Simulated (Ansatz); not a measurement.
Crystal: MnS.

```
CELL_PARAMETERS angstrom
0.00000 2.60450 2.60450
2.60450 0.00000 2.60450
2.60450 2.60450 0.00000
ATOMIC_POSITIONS crystal
Mn 0.00000 0.00000 0.00000
S 0.50000 0.50000 0.50000
```

Base run:

* Program: Ansatz 0.2.0
* Functional: r2SCANh
* Potentials or basis: Ansatz PAW
* Cutoff: 500 eV (not typed: the program's choice for these potentials)
* k mesh: 5 × 5 × 5
* Occupations: fermi-dirac, width 0.05 eV
* Spin: collinear spin, ferromagnetic start
* Starting moments: [4.0, 0.0] μB

Its results: band gap on the k mesh 1.05 eV, indirect (least direct gap 3.10 eV); pressure 1.5 GPa; net moment 5.00 μB per cell; site moments Mn +4.50; S +0.17 μB.

**Question.** The run is repeated on the same cell with these changes: functional from r2SCANh to PBE0; cutoff from 500 eV (not typed: the program's choice for these potentials) to 420 eV (not typed: the program's choice for these potentials). What comes out?

**Answer.** Band gap on the k mesh 1.89 eV, indirect (least direct gap 4.12 eV); pressure 1.9 GPa; net moment 5.00 μB per cell; site moments Mn +4.51; S +0.15 μB.

Caveats: the magnetic or orbital state may not be the lowest; the k mesh misses the band edges, so the gap on the mesh is wider than the one along the path; a cell with one magnetic atom can't hold antiferromagnetic order, which such compounds often take; the PAW data sets come from PBE, with cores solved anew for the run's functional, which leaves a small shift of forces and pressure; the thresholds are loose for stress.
